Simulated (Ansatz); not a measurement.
# Si72O144, 216 atoms: a scaling test

To be measured: the time of a single point at PBE on Si72O144, and how the time changes with the share of the machine.

Program: Ansatz 0.2.0 (single point, PBE, plane waves PAW). Host: AMD EPYC 7R13 (Zen 3), 96 cores, 96 hardware threads, 1656 GiB, 8 × H100 80GB HBM3, 81559 MiB; it was booked for these runs alone, one at a time. Each run is timed once from launch to exit, start-up included.

## 1. What is computed

The cell holds 216 atoms in 3231 Å³, 3×3×4 copies of a database cell, with the atoms displaced at random so that no symmetry is left.

## 2. The reference run

Contents of input.yaml:

```yaml
crystal:
  lattice:
    - [-7.431870, 7.431870, 10.967013]
    - [7.431870, -7.431870, 10.967013]
    - [9.909160, 9.909160, -14.622684]
  atoms:
    - { symbol: Si, position: [0.006157, -0.001745, 0.000780] }
    - { symbol: Si, position: [0.250386, 0.085533, 0.122231] }
    - { symbol: O, position: [0.123908, 0.071950, 0.084574] }
    - { symbol: O, position: [0.321707, 0.206984, 0.211130] }
    - { symbol: O, position: [0.257017, 0.042778, 0.037222] }
    - { symbol: O, position: [0.283246, 0.012540, 0.162530] }
    - { symbol: Si, position: [-0.001957, 0.000707, 0.250454] }
    - { symbol: Si, position: [0.250139, 0.081083, 0.375378] }
    - { symbol: O, position: [0.120951, 0.077730, 0.334197] }
    - { symbol: O, position: [0.323385, 0.208384, 0.462129] }
    - { symbol: O, position: [0.258755, 0.042938, 0.281125] }
    - { symbol: O, position: [0.291051, 0.008642, 0.412190] }
# [... 200 more atoms ...]
    - { symbol: O, position: [0.789677, 0.740933, 0.837512] }
    - { symbol: O, position: [0.993385, 0.876054, 0.963774] }
    - { symbol: O, position: [0.924041, 0.707326, 0.789594] }
    - { symbol: O, position: [0.961483, 0.677263, 0.912226] }
kpoints:
  mp_grid: { grid: [1, 1, 1] }
hamiltonian:
  xc: pbe
  pseudopotentials: { azcp: { folder: soft_1 } }
scf:
  occupations: { method: fixed }
output: { forces: true }
```

Run with:

```sh
ansatz run input.yaml --backend cuda --devices 0,1,2,3,4,5,6,7 --events-out ev --progress --plain --runs-dir out
```

Output (excerpt; [...] marks lines left out):

```text
plane waves: an SCF's and a propagation's applications of the Hamiltonian and band sums at one k-point are shared over 8 devices, and a Davidson solver's panels where they lie in blocks; all else of the SCF runs on the first
[...]
Pseudopotentials: kind: paw
Pseudopotential: Si, paw, valence charge 4, recommended cutoff 420 eV (normal), <dir>
Pseudopotential: O, paw, valence charge 6, recommended cutoff 420 eV (normal), <dir>
Functional definition: PBE
[...]
device memory: the entry about to start is reckoned to put 5.57 GiB on the device at index 0 of the run's devices, which reports 78.56 GiB free (of the 8 devices that it runs on, the one named has the least room for its share)
GPU FFT provider: cuFFT
GPU libraries: cuBLAS 13.8.2, cuFFT 12.4.0, cuSOLVER 12.3.4
Crystal: 216 atoms, lattice volume = 3230.601 Å³
Basis set: ecut = 420 eV, 63153 PW (Γ), exchange–correlation on 216×216×288 points (8 copies of the dense FFT grid, shifted against one another)
Bands: 792, of which v1, the nominal top of the filled ones, is band 576 counted from 1 (575 counted from 0)
Symmetry: 1 space group operations
Space group: P1 (ITA 1), of the structure as read, at distance tolerance 1.5e-4 Å
k-points: 1
[...]
GPU buffer pool allocated for 1679616 grid points (all kernels)
the one k-point shared over 8 GPUs
GPU transforms: local potential and band sums: pruned to the plane-wave sphere, on 108×108×135
[...]
    scf            device
    dense_eigh     device
    forces_stress  device
  fallbacks
    stability_check_xc_evaluation host — XC above basis.xc_grid: 1 evaluates on host in the SCFs that minimise by scf.algorithm: direct_min and in their checks; else in an SCF that is set to minimise its free energy behind a close of the run, in any other SCF
    force_stress_xc_reevaluation  host — on the device where it can take copies there, else on the host; finer_xc_grid_close says which and why
    other_force_stress_terms      host — no device kernel
  kind                      count      payload host-blocked
  setup_upload                  4      3.2 MiB       0.002s
  buffer_upload              2714    343.6 MiB       0.096s
  buffer_download             297    431.0 MiB       0.095s
  xc_evaluation                72    142.8 MiB       0.068s
  one_centre_xc                72     31.6 MiB       0.008s
  density_spectrum_g0          11        176 B       0.008s
  norm_readback              1527     10.2 MiB       0.085s
  ritz_readback                34    717.7 KiB       0.051s
  host_view                    22      2.5 MiB       0.005s
  aug_readback                 22      4.7 MiB       0.027s
  total                      4775    970.3 MiB       0.446s
Device↔device copies:
  total                     16729    40.12 GiB       0.563s
Peak device memory allocated by the engine, per device (the device's total in use is higher: libraries, any emulation workspace, the driver and other processes add to it):
  device         0  4.35 GiB
  device         1  2.17 GiB
  device         2  2.17 GiB
  device         3  2.13 GiB
  device         4  2.13 GiB
  device         5  2.13 GiB
  device         6  2.13 GiB
  device         7  2.13 GiB
```

Wall time 8.2 s, CPU time 29 s, peak memory 3 GiB, 5.3 GiB on the fullest card, 11 SCF iterations in all (8 GPUs, 48 threads).

Size of the job: 1 k-point, 63153 plane waves, 792 bands, 1152 valence electrons, 1 symmetry operation.

Where the time went (the program's own counters):

```csv
phase,seconds,share of the wall time
diag,0.7,9 %
potential,0.18,2 %
forces,0.12,1 %
mixing,0.058,1 %
density,0.051,1 %
```

## 3. On 1 GPU, 48 threads

input.yaml is that of step 2.

Run with:

```sh
ansatz run input.yaml --backend cuda --devices 1 --events-out ev --progress --plain --runs-dir out
```

Output (excerpt; [...] marks lines left out):

```text
GPUs: using 1 of 8 available (devices: 1); idle: GPUs 1, 2, 3, 4, 5, 6, 7 (numbered from 0).
[...]
[... 4 set-up lines as earlier in the session ...]
[...]
device memory: the entry about to start is reckoned to put 8.2 GiB on a device that reports 78.6 GiB free
GPU FFT provider: cuFFT
GPU libraries: cuBLAS 13.8.2, cuFFT 12.4.0, cuSOLVER 12.3.4
Crystal: 216 atoms, lattice volume = 3230.601 Å³
Basis set: ecut = 420 eV, 63153 PW (Γ), exchange–correlation on 216×216×288 points (8 copies of the dense FFT grid, shifted against one another)
Bands: 792, of which v1, the nominal top of the filled ones, is band 576 counted from 1 (575 counted from 0)
[... 1 set-up line as earlier in the session ...]
[...]
SCF iter   1: F=—  HF=-127850.265832 eV  |F-HF|=—  |Δ(HF+E_count)|=         —  Δρ=1.26e-1  dr2=4.62e2  ethr=3.10e-3  ⟨swp⟩=6.0  Hψ=2960  notcnv=0  defer=210
[...]
SCF iter  11: F=-127718.496642 eV  HF=-127718.496642 eV  |F-HF|=1.35e-7  |Δ(HF+E_count)|=   8.58e-8  Δρ=2.13e-6  dr2=1.08e-7  ethr=8.68e-11  ⟨swp⟩=4.0  Hψ=2348  notcnv=0
[...]
SCF converged after 11 iterations
Free energy (F): -127718.496642 eV
[...]
E sigma→0 (E₀):  -127718.496642 eV
Fermi energy:    1.557178 eV
[...]
--- Forces (eV/Å), atoms counted from 1 ---
  atom   1  Si     2.38008962    -1.77660105    -2.82696207
  atom   2  Si     0.38265977     0.41517765    -3.04859786
  atom   3  O      1.16592368     2.15564968     1.98823629
  atom   4  O      0.29716256     0.93187214     0.38910088
  atom   5  O     -3.00001503    -0.19836277     2.43216298
  atom   6  O     -1.24182940     0.39406732     0.75435864
  atom   7  Si    -2.52507960     0.34636489    -0.26310452
  atom   8  Si    -0.96194146    -4.04689677     2.01681511
[...]
[... 10 lines ...]
[...]
```

Wall time 3 s, CPU time 18 s, peak memory 1.9 GiB, 7.6 GiB on the fullest card, 11 SCF iterations in all (1 GPU, 48 threads).

## 4. Scaling over GPUs

```
GPUs  wall time  speed-up  efficiency  CPU time
   1        3 s         1       100 %      18 s
   8      8.2 s      0.37         5 %      29 s
```

## 5. Results

| quantity | value |
| --- | --- |
| reference | 8.2 s on 8 GPUs, 48 threads |
| fastest over GPUs | 3 s on 1 |
| speed-up from 1 to 8 GPUs | 0.37 (5 % efficient) |

In words: 8 GPUs are no faster than 1: the job is too small for them. At a few seconds, start-up and serial parts weigh heavily. The figures hold for this build, input and host.
